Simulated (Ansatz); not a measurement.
The system is NiO.

```xyz
2
Lattice="2.5046 0.0000 0.0000 0.0000 2.5046 0.0000 0.0000 0.0000 2.5046" Properties=species:S:1:pos:R:3 pbc="T T T"
Ni    0.0000    0.0000    0.0000
O     1.2523    1.2523    1.2523
```

Measurements of this composition are mostly on another form, of space group No. 225.

```yaml
Program: Ansatz 0.2.0
Task: single point
Functional: PBE
Potentials_or_basis: Ansatz PAW
Cutoff: "420 eV (not typed: the program's choice for these potentials)"
k_mesh: 11 × 11 × 11
Occupations: fermi-dirac, width 0.05 eV
Spin: collinear spin, ferromagnetic start
Starting_moments: "[1.0, 0.0] μB"
```

On this cell: pressure 23.8 GPa; largest force zero by symmetry; net moment 0.00 μB per cell; band gap on the k mesh none (metal or under the smearing width).

The same run follows on a disturbed copy (atoms moved at random, drawn with an rms of 0.05 Å):

```xyz
2
Lattice="2.5046 0.0000 0.0000 0.0000 2.5046 0.0000 0.0000 0.0000 2.5046" Properties=species:S:1:pos:R:3 pbc="T T T"
Ni    0.0329    0.0070   -0.0094
O     1.2109    1.2581    1.2532
```

Task: What changes?

Result: The energy (extrapolated to zero smearing) moves by +1.7 meV/atom; pressure 24.4 GPa; largest force 0.084 eV/Å; net moment 0.00 μB per cell; band gap on the k mesh none (metal or under the smearing width).

Forces in eV/Å, atoms in the order of the input:
```
Ni  -0.083 -0.002  0.013
O    0.083  0.002 -0.013
```

Stress tensor (GPa, compression positive):
```
24.33  0.01 -0.05
 0.01 24.46  0.00
-0.05  0.00 24.45
```

Caveats: semilocal functionals often make such compounds metallic where correlation or magnetic order opens a gap, which also shifts bond lengths; the starting moments weren't kept; so large a pressure means that the cell lies far from this level's equilibrium, or that cutoff or potentials fall short (some runs).
